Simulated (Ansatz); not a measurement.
Level of theory: DFT PBE, scalar-relativistic, plane waves, PAW (Ansatz). Settings: cutoff 420 eV, Γ-centred meshes spaced at most about 0.3 Å⁻¹, and about 0.25 Å⁻¹ or finer for metals (2π included), Gaussian smearing. No spin polarisation.

Temperature and zero-point effects are left out.

Two relaxed structures of SiGe5:

A. Space group P3m1 (No. 156), trigonal, a = 4.035 Å, c = 9.880 Å. Si is surrounded by 4 Ge at 2.43–2.46 Å; around Ge on its first site lie 4 Ge at 2.48–2.49 Å; around Ge on its second site lie 4 Ge at 2.48–2.49 Å; Ge on its third site is surrounded by 1 Si at 2.43 Å and 3 Ge at 2.48 Å; Ge on its fourth site is surrounded by 4 Ge at 2.48–2.50 Å; 1 more site not described.

B. Space group I-4m2 (No. 119), tetragonal, a = 4.033 Å, c = 17.116 Å. Si has 4 Ge at 2.44 Å; Ge on a site of symmetry 2mm has 2 Si at 2.44 Å and 2 Ge at 2.49 Å; Ge on a second site of symmetry 2mm is surrounded by 4 Ge at 2.48–2.49 Å; around Ge on a site of symmetry -4m2 lie 4 Ge at 2.48 Å.

Question: Which placement of the atoms is lower in energy, and by how much?

Answer: They are level within the accuracy (1 meV/atom apart, with B the lower in these runs). The two share one framework of sites and differ in which element sits where. A has Si and Ge ordered on diamond sites, space group P3m1 (No. 156), 23.2 Å³/atom and a gap of 0.05 eV on its mesh; B has Si and Ge ordered on diamond sites, space group I-4m2 (No. 119), 23.2 Å³/atom and a gap of 0.13 eV. Counting Ge atoms around Si (those within 1.25 times the shortest such distance or 1.15 times the sum of covalent radii, 1.27 where that leaves under three), A and B both have Si 4. Both come from invented guesses.

For metals, differences of a few meV/atom aren't resolved. Kohn–Sham gaps at this level usually fall short of measured ones. Cells relaxed within their symmetry can be saddle points.
